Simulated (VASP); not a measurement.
Here is a VASP 6.6.1 calculation.

The input INCAR:

```
ALGO = Fast
CSHIFT = 0.1
EDIFF = 1E-6
ENCUT = 520
GGA = PE
ISIF = 2
ISMEAR = 0
KPAR = 2
LASPH = T
LCHARG = F
LOPTICS = T
LREAL = F
LWAVE = F
NBANDS = 56
NEDOS = 2000
NELM = 80
PREC = Accurate
SIGMA = 0.03
```

Contents of KPOINTS:

```
k-points
0
Gamma
  12 12 4
```

File POSCAR:

```
C                                       
1.0
    2.4653911126     -0.0000000000      0.0000000000
   -1.2326955564      2.1350913339     -0.0000000000
    0.0000000000      0.0000000000      6.6815898888
  C             
     4
Direct
     0.0000000000000000    0.0000000000000000    0.2500000000000000
     0.0000000000000000    1.0000000000000000    0.7500000000000000
     0.3333333300000021    0.6666666699999979    0.2500000000000000
     0.6666666699999979    0.3333333300000021    0.7500000000000000
```

Potentials or basis: VASP PAW PBE potentials, release 64 (C).

Command:

```sh
$ cat potpaw_PBE.64/C/POTCAR > POTCAR
$ mpirun -np 2 vasp_std > vasp.out
```

Question: Estimate the band gap on the k mesh.

Answer: None (metal or under the smearing width).

Question: What does it give for the pressure?

Answer: 1.8 GPa.

Dielectric function (mean over the directions given):
```tsv
energy (eV)	real part	imaginary part
0.55	-147.06	97.96
1.01	-47.10	12.62
1.51	-13.66	4.10
2.01	-3.10	11.07
2.51	-0.69	4.65
3.02	3.59	5.22
3.52	-2.18	7.61
4.02	-0.05	6.26
4.53	-6.30	7.42
5.03	-2.06	2.50
5.48	-2.16	1.52
5.98	-1.00	1.71
6.49	-0.14	0.69
6.99	0.43	0.36
7.49	1.04	0.67
7.99	1.46	0.21
8.50	1.97	0.40
9.00	2.44	0.18
9.50	3.06	0.27
10.01	3.80	0.31
10.46	4.79	0.58
10.96	5.54	2.98
11.46	5.34	2.47
11.97	4.90	6.50
12.47	2.78	6.08
12.97	3.11	4.68
13.48	2.85	6.93
13.98	-1.18	8.30
14.48	-0.22	7.07
14.98	-4.19	6.38
15.44	-3.95	2.47
15.94	-1.25	0.90
16.44	-0.90	2.97
16.94	-0.99	0.82
17.45	0.52	1.53
17.95	-1.39	4.49
18.45	-2.26	1.71
18.96	-0.89	0.67
19.46	-0.64	0.64
19.96	-0.29	0.65
```

Caveat: spectra need much finer meshes, so this one isn't converged; independent-particle spectra lack excitons; the intraband (Drude) part of a metal's response may be missing; this functional lacks dispersion, which binds the layers, so the pressure and a relaxed spacing across them are unreliable.
